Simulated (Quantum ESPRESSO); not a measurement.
Here is a Quantum ESPRESSO 7.5 calculation.

The input pw.in:

```
&CONTROL
  calculation = 'scf'
  prefix = 'pwscf'
  outdir = './tmp'
  pseudo_dir = './pseudo'
  tprnfor = .true.
  tstress = .true.
  disk_io = 'low'
/
&SYSTEM
  ibrav = 0
  nat = 2
  ntyp = 2
  ecutwfc = 84
  nbnd = 21
  input_dft = 'revpbe'
  occupations = 'smearing'
  smearing = 'fd'
  degauss = 0.00367493
/
&ELECTRONS
  conv_thr = 4d-10
  electron_maxstep = 120
  mixing_beta = 0.5
/
ATOMIC_SPECIES
In   114.8180 In.upf
As    74.9216 As.upf
CELL_PARAMETERS bohr
   0.0000000000    5.7031934441    5.7031934441
   5.7031934441    0.0000000000    5.7031934441
   5.7031934441    5.7031934441    0.0000000000
ATOMIC_POSITIONS bohr
In     0.0000000000    0.0000000000    0.0000000000
As     8.5547901662    8.5547901662    8.5547901662
K_POINTS automatic
8 8 8 0 0 0
```

pp_density.in

```
&INPUTPP
  prefix = 'pwscf'
  outdir = './tmp'
  filplot = 'density.dat'
  plot_num = 0
/
&PLOT
  nfile = 1
  filepp(1) = 'density.dat'
  iflag = 3
  output_format = 6
  fileout = 'density.cube'
/
```

pp_potential.in

```
&INPUTPP
  prefix = 'pwscf'
  outdir = './tmp'
  filplot = 'potential.dat'
  plot_num = 11
/
&PLOT
  nfile = 1
  filepp(1) = 'potential.dat'
  iflag = 3
  output_format = 6
  fileout = 'potential.cube'
/
```

File pp_elf.in:

```
&INPUTPP
  prefix = 'pwscf'
  outdir = './tmp'
  filplot = 'elf.dat'
  plot_num = 8
/
&PLOT
  nfile = 1
  filepp(1) = 'elf.dat'
  iflag = 3
  output_format = 6
  fileout = 'elf.cube'
/
```

File bands.in:

```
&CONTROL
  calculation = 'bands'
  prefix = 'pwscf'
  outdir = './tmp'
  pseudo_dir = './pseudo'
  disk_io = 'low'
  verbosity = 'high'
/
&SYSTEM
  ibrav = 0
  nat = 2
  ntyp = 2
  ecutwfc = 84
  nbnd = 21
  input_dft = 'revpbe'
  occupations = 'smearing'
  smearing = 'fd'
  degauss = 0.00367493
/
&ELECTRONS
  conv_thr = 1d-08
  electron_maxstep = 120
  mixing_beta = 0.5
  diago_full_acc = .true.
/
ATOMIC_SPECIES
In   114.8180 In.upf
As    74.9216 As.upf
CELL_PARAMETERS bohr
   0.0000000000    5.7031934441    5.7031934441
   5.7031934441    0.0000000000    5.7031934441
   5.7031934441    5.7031934441    0.0000000000
ATOMIC_POSITIONS bohr
In     0.0000000000    0.0000000000    0.0000000000
As     8.5547901662    8.5547901662    8.5547901662
K_POINTS crystal
60
 0.0000000000  0.0000000000  0.0000000000 1
 0.0625000000  0.0000000000  0.0625000000 1
 0.1250000000  0.0000000000  0.1250000000 1
 0.1875000000  0.0000000000  0.1875000000 1
 0.2500000000  0.0000000000  0.2500000000 1
 0.3125000000  0.0000000000  0.3125000000 1
 0.3750000000  0.0000000000  0.3750000000 1
 0.4375000000  0.0000000000  0.4375000000 1
 0.5000000000  0.0000000000  0.5000000000 1
 0.5000000000  0.0625000000  0.5625000000 1
 0.5000000000  0.1250000000  0.6250000000 1
 0.5000000000  0.1875000000  0.6875000000 1
 0.5000000000  0.2500000000  0.7500000000 1
 0.4375000000  0.3125000000  0.7500000000 1
 0.3750000000  0.3750000000  0.7500000000 1
 0.3375000000  0.3375000000  0.6750000000 1
 0.3000000000  0.3000000000  0.6000000000 1
 0.2625000000  0.2625000000  0.5250000000 1
 0.2250000000  0.2250000000  0.4500000000 1
 0.1875000000  0.1875000000  0.3750000000 1
 0.1500000000  0.1500000000  0.3000000000 1
 0.1125000000  0.1125000000  0.2250000000 1
 0.0750000000  0.0750000000  0.1500000000 1
 0.0375000000  0.0375000000  0.0750000000 1
 0.0000000000  0.0000000000  0.0000000000 1
 0.0625000000  0.0625000000  0.0625000000 1
 0.1250000000  0.1250000000  0.1250000000 1
 0.1875000000  0.1875000000  0.1875000000 1
 0.2500000000  0.2500000000  0.2500000000 1
 0.3125000000  0.3125000000  0.3125000000 1
 0.3750000000  0.3750000000  0.3750000000 1
 0.4375000000  0.4375000000  0.4375000000 1
 0.5000000000  0.5000000000  0.5000000000 1
 0.5250000000  0.4500000000  0.5250000000 1
 0.5500000000  0.4000000000  0.5500000000 1
 0.5750000000  0.3500000000  0.5750000000 1
 0.6000000000  0.3000000000  0.6000000000 1
 0.6250000000  0.2500000000  0.6250000000 1
 0.5833333333  0.2500000000  0.6666666667 1
 0.5416666667  0.2500000000  0.7083333333 1
 0.5000000000  0.2500000000  0.7500000000 1
 0.5000000000  0.2857142857  0.7142857143 1
 0.5000000000  0.3214285714  0.6785714286 1
 0.5000000000  0.3571428571  0.6428571429 1
 0.5000000000  0.3928571429  0.6071428571 1
 0.5000000000  0.4285714286  0.5714285714 1
 0.5000000000  0.4642857143  0.5357142857 1
 0.5000000000  0.5000000000  0.5000000000 1
 0.4821428571  0.4821428571  0.5357142857 1
 0.4642857143  0.4642857143  0.5714285714 1
 0.4464285714  0.4464285714  0.6071428571 1
 0.4285714286  0.4285714286  0.6428571429 1
 0.4107142857  0.4107142857  0.6785714286 1
 0.3928571429  0.3928571429  0.7142857143 1
 0.3750000000  0.3750000000  0.7500000000 1
 0.6250000000  0.2500000000  0.6250000000 1
 0.5937500000  0.1875000000  0.5937500000 1
 0.5625000000  0.1250000000  0.5625000000 1
 0.5312500000  0.0625000000  0.5312500000 1
 0.5000000000  0.0000000000  0.5000000000 1
```

Potentials or basis: PseudoDojo 0.4.1 SR PBE standard.

Run with:

```bash
$ OMP_NUM_THREADS=1 pw.x -in pw.in > pw.out
$ OMP_NUM_THREADS=1 pp.x -in pp_density.in > pp_density.out
$ OMP_NUM_THREADS=1 pp.x -in pp_potential.in > pp_potential.out
$ OMP_NUM_THREADS=1 pp.x -in pp_elf.in > pp_elf.out
$ OMP_NUM_THREADS=1 pw.x -in bands.in > bands.out
```

(1) Predict the band gap on the k mesh.

(2) Predict the pressure.

Answers

(1) none (metal or under the smearing width).

(2) 5.8 GPa.

Caveat: the potentials were made for another functional, which shifts forces and pressure; spin-orbit coupling is left out, which moves the levels of the heavy elements; this crystal is a semiconductor, whose small gap the functional closes, so the metal is an error of the method.

**Experimental background.**

From a printed reference work, data compilation, for a bulk crystal of InAs at 4.2 K: band gap 0.418 eV (direct).

Measured gap of InAs: 0.418 eV (direct; 4.2 K; a printed reference work, data compilation). This calculation gives 0.00 eV (-0.42 eV). Spin-orbit coupling on As, In is left out. The value is that of revPBE on a finite k mesh, which can miss the band edges, without temperature or zero-point motion. Semilocal functionals fall short of measured gaps as a rule.
